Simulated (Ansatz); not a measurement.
N:

```
N
1.0
     4.08406    0.00000    0.00000
     0.00000    4.08406    0.00000
     0.00000    0.00000    5.34591
N
4
Direct
  0.40428 0.59572 0.50000
  0.09572 0.09572 0.00000
  0.59572 0.40428 0.50000
  0.90428 0.90428 0.00000
```

| Quantity | Value |
| --- | --- |
| Program | Ansatz 0.2.0 |
| Task | relaxation of cell and atoms |
| Functional | r2SCAN |
| Potentials or basis | Ansatz PAW |
| Cutoff | 500 eV (not typed: the program's choice for these potentials) |
| k mesh | 7 × 7 × 5 |
| Occupations | fermi-dirac, width 0.05 eV |
| Spin | no spin polarisation |

At the start: volume 22.29 Å³/atom.

How do energy, volume and symmetry change on relaxing?

It ends after 10 steps and the volume is 23.56 Å³/atom (+5.7 %); space group P4_2/mnm (No. 136, to 0.05 Å).

Step by step:
| step | energy change (eV) | largest force (eV/Å) | volume (Å³) |
| --- | --- | --- | --- |
| 1 | 0.0000 | 1.8192 | 89.17 |
| 2 | -0.0233 | 0.2176 | 90.01 |
| 3 | -0.0237 | 0.0097 | 90.53 |
| 4 | -0.0238 | 0.0576 | 91.55 |
| 5 | -0.0235 | 0.0461 | 93.69 |
| 6 | -0.0234 | 0.0181 | 93.88 |
| 7 | -0.0233 | 0.0204 | 94.42 |
| 8 | -0.0233 | 0.0163 | 94.39 |
| 9 | -0.0234 | 0.0001 | 94.23 |
| 10 | -0.0254 | 0.0070 | 94.23 |

Final structure:
```
CELL_PARAMETERS angstrom
4.18656 0.00000 0.00000
0.00000 4.18656 0.00000
0.00000 0.00000 5.37600
ATOMIC_POSITIONS crystal
N 0.40768 0.59232 0.50000
N 0.09232 0.09232 0.00000
N 0.59232 0.40768 0.50000
N 0.90768 0.90768 0.00000
```

Caveat: the plane-wave basis is chosen anew once the cell has moved, so the energies of steps on either side of that aren't comparable; the PAW data sets come from PBE, with cores solved anew for the run's functional, which leaves a small shift of forces and pressure.
